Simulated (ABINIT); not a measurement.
# Ni (Im-3m) in ABINIT: reference runs

Aim: a first look at Ni with PBEsol, on the cell as given.

All numbers are computed with ABINIT 10.8.3 (patched build); they aren't measurements. Logs are shortened: lines on timing, memory, paths and dates and some standing lists are left out, and cuts for length are marked. The log counts tension as positive stress, the text compression.

### Step 1. Starting point

It takes space group Im-3m (No. 229, cubic). The conventional cell has a = 2.767 Å, b = 2.767 Å, c = 2.767 Å, α = 90.00°, β = 90.00°, γ = 90.00°. Ni (site symmetry m-3m) is surrounded by 8 Ni at 2.40 Å.

This isn't the form of Ni at room conditions, which is fcc.

### Step 2. Single point, PBEsol, collinear spin, ferromagnetic start

run.abi reads:

```
pp_dirpath "./"
pseudos "Ni.upf"

acell 2.3966654973 2.3966654973 2.3966654973 Angstrom
rprim
    -0.5773502692     0.5773502692     0.5773502692
     0.5773502692    -0.5773502692     0.5773502692
     0.5773502692     0.5773502692    -0.5773502692
ntypat 1
znucl 28
natom 1
typat 1
xred
     0.0000000000     0.0000000000     0.0000000000

ecut 49.0

kptopt 1
ngkpt 13 13 13
nshiftk 1
shiftk 0.0 0.0 0.0

ixc -116133

nband 14
occopt 3
tsmear 0.00183747

nsppol 2
spinat
     0.0000000000     0.0000000000     1.0000000000

nstep 100
tolvrs 1.0e-10

iomode 3
prtwf 0
prteig 0
prtebands 0
enunit 2
prtden 1
prtvha 1
prtvclmb 1
prtpot 1
```

Potentials or basis: PseudoDojo NC SR PBEsol v0.4.1 standard.

Run with:

```
> abinit run.abi > log 2>&1
```

run.abo:

```text
.Version 10.8.3 of ABINIT
 Symmetries : space group Im -3 m (#229); Bravais cI (body-center cubic)
================================================================================
 Values of the parameters that define the memory need of the present run
     intxc =       0    ionmov =       0      iscf =       7    lmnmax =       6
     lnmax =       6     mgfft =      30  mpssoang =       3    mqgrid =    3001
     natom =       1  nloc_mem =       1    nspden =       2   nspinor =       1
    nsppol =       2      nsym =      48    n1xccc =    2501    ntypat =       1
    occopt =       3   xclevel =       2
       mpw =        1188          nfft =       27000          nkpt =          84
================================================================================
================================================================================

--------------------------------------------------------------------------------
------------- Echo of variables that govern the present computation ------------
--------------------------------------------------------------------------------
 -outvars: echo values of preprocessed input variables --------
            acell      4.5290414053E+00  4.5290414053E+00  4.5290414053E+00 Bohr
              amu      5.86900000E+01
             ecut      4.90000000E+01 Hartree
           enunit           2
                       outvar_i_n : Printing only first  50 k-points.
              ixc     -116133
                       outvar_i_n : Printing only first  50 k-points.
         kptrlatt       13    0    0      0   13    0      0    0   13
          kptrlen      5.88775383E+01
            natom           1
            nband          14
            ngfft          30      30      30
             nkpt          84
           nspden           2
           nsppol           2
            nstep         100
             nsym          48
           ntypat           1
                       prtocc : prtvol=0, do not print more k-points.
                       1.000000  1.000000  1.000000  1.000000  1.000000  1.000000
                       1.000000  1.000000  1.000000  0.000000  0.000000  0.000000
                       0.000000  0.000000
                       1.000000  1.000000  1.000000  1.000000  1.000000  1.000000
                       1.000000  1.000000  1.000000  0.000000  0.000000  0.000000
                       0.000000  0.000000
                       1.000000  1.000000  1.000000  1.000000  1.000000  1.000000
                       1.000000  1.000000  1.000000  0.000000  0.000000  0.000000
                       0.000000  0.000000
                       1.000000  1.000000  1.000000  1.000000  1.000000  1.000000
                       1.000000  1.000000  1.000000  0.000000  0.000000  0.000000
                       0.000000  0.000000
                       1.000000  1.000000  1.000000  1.000000  1.000000  1.000000
                       1.000000  1.000000  1.000000  0.000000  0.000000  0.000000
                       0.000000  0.000000
                       1.000000  1.000000  1.000000  1.000000  1.000000  1.000000
                       1.000000  1.000000  1.000000  0.000000  0.000000  0.000000
[... 118 lines left out ...]
                       1.000000  1.000000  1.000000  1.000000  1.000000  1.000000
                       1.000000  1.000000  1.000000  0.000000  0.000000  0.000000
                       0.000000  0.000000
                       1.000000  1.000000  1.000000  1.000000  1.000000  1.000000
                       1.000000  1.000000  1.000000  0.000000  0.000000  0.000000
                       0.000000  0.000000
                       1.000000  1.000000  1.000000  1.000000  1.000000  1.000000
                       1.000000  1.000000  1.000000  0.000000  0.000000  0.000000
                       0.000000  0.000000
                       1.000000  1.000000  1.000000  1.000000  1.000000  1.000000
                       1.000000  1.000000  1.000000  0.000000  0.000000  0.000000
                       0.000000  0.000000
                       1.000000  1.000000  1.000000  1.000000  1.000000  1.000000
                       1.000000  1.000000  1.000000  0.000000  0.000000  0.000000
                       0.000000  0.000000
                       prtocc : prtvol=0, do not print more k-points.
           occopt           3
        prtebands           0
           prteig           0
           prtpot           1
         prtvclmb           1
           prtvha           1
            prtwf           0
            rprim     -5.7735026920E-01  5.7735026920E-01  5.7735026920E-01
                       5.7735026920E-01 -5.7735026920E-01  5.7735026920E-01
                       5.7735026920E-01  5.7735026920E-01 -5.7735026920E-01
          spgroup         229
           spinat      0.0000000000E+00  0.0000000000E+00  1.0000000000E+00
           tolvrs      1.00000000E-10
           tsmear      1.83747000E-03 Hartree
            typat      1
                       outvars : Printing only first  50 k-points.
            znucl       28.00000

================================================================================

[... 61 lines left out ...]
lattice_vectors:
- [ -2.6148433,   2.6148433,   2.6148433, ]
- [  2.6148433,  -2.6148433,   2.6148433, ]
- [  2.6148433,   2.6148433,  -2.6148433, ]
lattice_lengths: [   4.52904,    4.52904,    4.52904, ]
lattice_angles: [109.471, 109.471, 109.471, ] # degrees, (23, 13, 12)
lattice_volume:   7.1514974E+01
convergence: {deltae: -3.183E-12, res2:  1.636E-11, residm:  5.139E-05, diffor: null, }
etotal    :  -1.67647388E+02
entropy   :   0.00000000E+00
fermie    :   4.20185591E-01
cartesian_stress_tensor: # hartree/bohr^3
- [  8.12099575E-05,   0.00000000E+00,   0.00000000E+00, ]
- [  0.00000000E+00,   8.12099575E-05,   0.00000000E+00, ]
- [  0.00000000E+00,   0.00000000E+00,   8.12099575E-05, ]
pressure_GPa:  -2.3893E+00
xred      :
- [  0.0000E+00,   0.0000E+00,   0.0000E+00, Ni]
cartesian_forces: # hartree/bohr
- [ -0.00000000E+00,  -0.00000000E+00,  -0.00000000E+00, ]
force_length_stats: {min:   0.00000000E+00, max:   0.00000000E+00, mean:   0.00000000E+00, }
...

 Integrated electronic and magnetization densities in atomic spheres:
 ------------------------------------------------------------------------------------------------------------
 Radius=ratsph(iatom), smearing ratsm=  0.0000. Diff(up-dn)=approximate z local magnetic moment.
    Atom    Radius    up_density   dn_density  Total(up+dn)  Diff(up-dn)
    1 Ni   2.00000     8.499871     7.867073     16.366944     0.632798
 ------------------------------------------------------------------------------------------------------------
  Sum:                 8.499871     7.867073     16.366944     0.632798
 Total magnetization (from the atomic spheres):                0.632798
 Total magnetization (exact up - dn):                          0.602450

================================================================================

 ----iterations are completed or convergence reached----

 Mean square residual over all n,k,spin=   65.564E-09; max=  51.390E-06
 reduced coordinates (array xred) for    1 atoms
       0.000000000000      0.000000000000      0.000000000000
 rms dE/dt=  0.0000E+00; max dE/dt=  0.0000E+00; dE/dt below (all hartree)
    1       0.000000000000      0.000000000000      0.000000000000

 cartesian coordinates (angstrom) at end:
    1      0.00000000000000     0.00000000000000     0.00000000000000

 cartesian forces (hartree/bohr) at end:
    1     -0.00000000000000    -0.00000000000000    -0.00000000000000
 frms,max,avg= 0.0000000E+00 0.0000000E+00   0.000E+00  0.000E+00  0.000E+00 h/b

 cartesian forces (eV/Angstrom) at end:
    1     -0.00000000000000    -0.00000000000000    -0.00000000000000
 frms,max,avg= 0.0000000E+00 0.0000000E+00   0.000E+00  0.000E+00  0.000E+00 e/A
 length scales=  4.529041405310  4.529041405310  4.529041405310 bohr
              =  2.396665497300  2.396665497300  2.396665497300 angstroms
 Fermi (or HOMO) energy (hartree) =   0.42019   Average Vxc (hartree)=  -0.52599
 Magnetization (Bohr magneton)=  6.02450492E-01
 Total spin up =  9.30122525E+00   Total spin down =  8.69877475E+00
 Eigenvalues (hartree) for nkpt=  84  k points, SPIN UP:
 kpt#   1, nband= 14, wtk=  0.00046, kpt=  0.0000  0.0000  0.0000 (reduced coord)
  -3.37081   -1.91568   -1.91568   -1.91568    0.08284    0.33127    0.33127    0.33127
   0.38570    0.38570    1.39575    1.39575    1.39575    1.57605
      occupation numbers for kpt#   1
   1.00000    1.00000    1.00000    1.00000    1.00000    1.00000    1.00000    1.00000
   1.00000    1.00000    0.00000    0.00000    0.00000    0.00000
 prteigrs : prtvol=0 or 1, do not print more k-points.

 Eigenvalues (hartree) for nkpt=  84  k points, SPIN DOWN:
 kpt#   1, nband= 14, wtk=  0.00046, kpt=  0.0000  0.0000  0.0000 (reduced coord)
  -3.34617   -1.88916   -1.88916   -1.88916    0.08254    0.35762    0.35762    0.35762
   0.40757    0.40757    1.39302    1.39302    1.39302    1.57525
      occupation numbers for kpt#   1
   1.00000    1.00000    1.00000    1.00000    1.00000    1.00000    1.00000    1.00000
   0.99896    0.99896    0.00000    0.00000    0.00000    0.00000
 prteigrs : prtvol=0 or 1, do not print more k-points.

 Fermi (or HOMO) energy (eV) =  11.43383   Average Vxc (eV)= -14.31298
 Eigenvalues (   eV  ) for nkpt=  84  k points, SPIN UP:
 kpt#   1, nband= 14, wtk=  0.00046, kpt=  0.0000  0.0000  0.0000 (reduced coord)
 -91.72437  -52.12818  -52.12818  -52.12818    2.25411    9.01426    9.01426    9.01426
  10.49548   10.49548   37.98043   37.98043   37.98043   42.88656
 prteigrs : prtvol=0 or 1, do not print more k-points.

 Eigenvalues (   eV  ) for nkpt=  84  k points, SPIN DOWN:
 kpt#   1, nband= 14, wtk=  0.00046, kpt=  0.0000  0.0000  0.0000 (reduced coord)
 -91.05393  -51.40672  -51.40672  -51.40672    2.24589    9.73135    9.73135    9.73135
  11.09049   11.09049   37.90588   37.90588   37.90588   42.86472
 prteigrs : prtvol=0 or 1, do not print more k-points.

--- !EnergyTerms
iteration_state     : {dtset: 1, }
comment             : Components of total free energy in Hartree
kinetic             :  7.88933664656045E+01
hartree             :  4.59222928255237E+01
xc                  : -2.12324341433032E+01
Ewald energy        : -1.12732534403335E+02
psp_core            :  4.92613362908241E+00
local_psp           : -1.36869183405495E+02
non_local_psp       : -2.65544685583064E+01
internal            : -1.67646827590229E+02
'-kT*entropy'       : -5.60831521388599E-04
total_energy        : -1.67647388421750E+02
total_energy_eV     : -4.56191783947425E+03
band_energy         : -1.47682049325509E+01
...

 Cartesian components of stress tensor (hartree/bohr^3)
  sigma(1 1)=  8.12099575E-05  sigma(3 2)=  0.00000000E+00
  sigma(2 2)=  8.12099575E-05  sigma(3 1)=  0.00000000E+00
  sigma(3 3)=  8.12099575E-05  sigma(2 1)=  0.00000000E+00

-Cartesian components of stress tensor (GPa)         [Pressure= -2.3893E+00 GPa]
- sigma(1 1)=  2.38927944E+00  sigma(3 2)=  0.00000000E+00
- sigma(2 2)=  2.38927944E+00  sigma(3 1)=  0.00000000E+00
- sigma(3 3)=  2.38927944E+00  sigma(2 1)=  0.00000000E+00

== END DATASET(S) ==============================================================
================================================================================

 -outvars: echo values of variables after computation  --------
            acell      4.5290414053E+00  4.5290414053E+00  4.5290414053E+00 Bohr
           etotal     -1.6764738842E+02
            fcart     -0.0000000000E+00 -0.0000000000E+00 -0.0000000000E+00
            rprim     -5.7735026920E-01  5.7735026920E-01  5.7735026920E-01
                       5.7735026920E-01 -5.7735026920E-01  5.7735026920E-01
                       5.7735026920E-01  5.7735026920E-01 -5.7735026920E-01
           strten      8.1209957499E-05  8.1209957499E-05  8.1209957499E-05
                       0.0000000000E+00  0.0000000000E+00  0.0000000000E+00
 Calculation completed.
```

Wall time 58 s (1 thread of Arm Neoverse V2, shared host); peak memory 0.1 GiB.

Results:

| Quantity | Value |
| --- | --- |
| Free energy | -4561.9178 eV |
| Pressure | -2.4 GPa |
| Band gap on the k mesh | none (metal or under the smearing width) |
| Net moment | 0.60 μB per cell |
| Site moments | Ni +0.63 μB |
| Valence electrons inside the program's atomic spheres | Ni 16.37 (radii [1.0584] Å) |
